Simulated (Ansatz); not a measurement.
Input and command of a plane-wave DFT calculation in Ansatz:

```yaml
crystal:
  lattice:
    - [2.7465747107, 0.0, 0.0]
    - [-1.3732873553, 2.3786034728, 0.0]
    - [0.0, 0.0, 4.4551072425]
  atoms:
    - { symbol: Ir, position: [0.6666666667, 0.3333333333, 0.75] }
    - { symbol: Ir, position: [0.3333333333, 0.6666666667, 0.25] }
basis:
  ecutwfc: 420
kpoints:
  mp_grid: { grid: [18, 18, 10] }
hamiltonian:
  xc: pbe
scf:
  occupations: { method: gaussian, width: 0.1 }
output:
  forces: true
  stress: true
  eigenvalues: true
relax:
  adjacent_minimum: "off"
  f_tol: 0.01
  max_steps: 60
  cell: { stress_tol: 0.1 }
```

```bash
ansatz run input.yaml --threads 1 --pin off --max-ram 2560MiB --backend cpu --events-out ev --progress --plain --runs-dir out
```

Processor: Intel(R) Xeon(R) Platinum 8488C (Sapphire Rapids), 1 thread, on a host shared with other jobs.

**Question.** How long does it run, and how much memory does it take?

**Answer.** About 24 s on 1 thread of Intel(R) Xeon(R) Platinum 8488C (Sapphire Rapids), on a shared host, peak memory 0.46 GiB. It solves 21 bands at 222 k points (the mesh reduced by the symmetry that the task leaves, which can be less than the crystal's) with about 573 plane waves (on the last cell), in 25 SCF iterations over 4 ionic steps.
